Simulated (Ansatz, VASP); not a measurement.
# Two plane-wave programs on Y

```
CELL_PARAMETERS angstrom
3.54827 0.00000 0.00000
-1.77414 3.07289 0.00000
0.00000 0.00000 5.49394
ATOMIC_POSITIONS crystal
Y 0.33333 0.66667 0.25000
Y 0.66667 0.33333 0.75000
```

Alike in both runs: functional LDA; k mesh 12 × 12 × 6; occupations gaussian, width 0.1 eV; no spin polarisation.

Ansatz relaxed the structure, and its values are those at the end. VASP's run is a single point on that final structure, the one shown.

|  | VASP | Ansatz |
| --- | --- | --- |
| version | VASP 6.6.1 | Ansatz 0.2.0 |
| potentials or method | VASP PAW LDA potentials, release 64 (Y_sv) | scalar-relativistic, plane waves, PAW |
| plane-wave cutoff (eV) | 520 | 600 |
| valence electrons in the cell | 22 | 22 |

Ansatz gave:

* gap on the k mesh at the Fermi level (eV): none
* pressure (GPa): 0.0

Problem. Which values does VASP return?

Solution. gap on the k mesh at the Fermi level (eV): none; pressure (GPa): -0.1.

A gap of «none» marks a metal or a gap that the smearing closes. Ansatz warned: «pseudo_functional_mismatch».
